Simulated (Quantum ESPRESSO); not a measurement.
# Ga under changes of volume

One of the cells (18.685 Å³/atom); the others are scaled copies at fixed shape and fractional positions:

```
Ga
1.0
     1.45000   -4.06500    0.00000
     1.45000    4.06500    0.00000
     0.00000    0.00000    3.17000
Ga
2
Direct
  0.13300 0.86700 0.75000
  0.86700 0.13300 0.25000
```

This isn't the form of Ga at room conditions, which is orthorhombic.

| Property | Result |
| --- | --- |
| Program | Quantum ESPRESSO 7.5 |
| Functional | r2SCAN |
| Potentials or basis | SG15 PBE 1.2 |
| Cutoff | 1197 eV |
| Density cutoff | 4789 eV |
| k mesh | 6 × 6 × 4 |
| Occupations | fermi-dirac, width 0.05 eV |
| Spin | no spin polarisation |

```tsv
volume (Å³/atom)	energy over the lowest point (meV/atom)	pressure (GPa)	largest force (eV/Å)
17.564	0.00	0.0	0.448
17.937	1.33	-1.2	0.440
18.311	5.29	-2.2	0.434
18.685	11.61	-3.2	0.431
19.058	20.05	-4.0	0.428
19.432	30.42	-4.8	0.426
19.806	?	?	?
```

What does the run at 19.806 Å³/atom give?

Energy over the lowest point 42.51 meV/atom; pressure -5.4 GPa; largest force 0.417 eV/Å.

Worked out: A Birch-Murnaghan fit of order 3 (a polynomial in V^(-2/3)) to the other rows has its minimum at 17.57 Å³/atom with B0 = V·E''(V) = 59 GPa and B' = 4.0 at fixed shape and positions, which overstates the stiffness. It gives 42.53 meV/atom at 19.806 Å³/atom, against the run's 42.51, and -dE/dV = -5.5 GPa, against -5.4.

Energies are extrapolated to zero smearing.

Caveats: all runs use coarse meshes; the potentials were made for another functional, which shifts forces and pressure.
